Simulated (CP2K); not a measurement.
# TaAs in CP2K: the effect of functional

TaAs:

```
Ta As
1.0
     3.44363    0.00000    0.00000
     0.00000    3.44363    0.00000
     1.72181   -1.72181    5.86794
Ta As
2 2
Direct
  0.49997 0.50003 0.00007
  0.24997 0.25003 0.50007
  0.08263 0.91737 0.83474
  0.83263 0.66737 0.33474
```

The cell is a database's computed one.

Alike in all runs:

```yaml
Program: CP2K 2026.2
Task: atomic charges
Potentials_or_basis: POTENTIAL_UZH Ta GTH-PBE-q13, As GTH-PBE-q5; TZVP-MOLOPT-PBE-GTH basis
Density_cutoff: 9184 eV
k_mesh: 8 × 8 × 8
Occupations: fermi-dirac, width 0.05 eV
Spin: no spin polarisation
```

| functional | pressure (GPa) |
| --- | --- |
| LDA | -2.7 |
| PBEsol | -1.3 |
| vdW-DF-cx | 0.1 |
| PW91 | 2.8 |
| HLE16 | -32.4 |
| r2SCAN | ? |

What does the run with functional r2SCAN give?

Pressure 1.2 GPa.

Caveats: the potentials were made for another functional, which shifts forces and pressure; the basis of atomic orbitals isn't converged, which shifts pressures, moduli and gaps; the potentials were made for a functional far from this one (some runs); the cell as given lies far from equilibrium (some runs).

Runs at the PBE level aren't shown here.
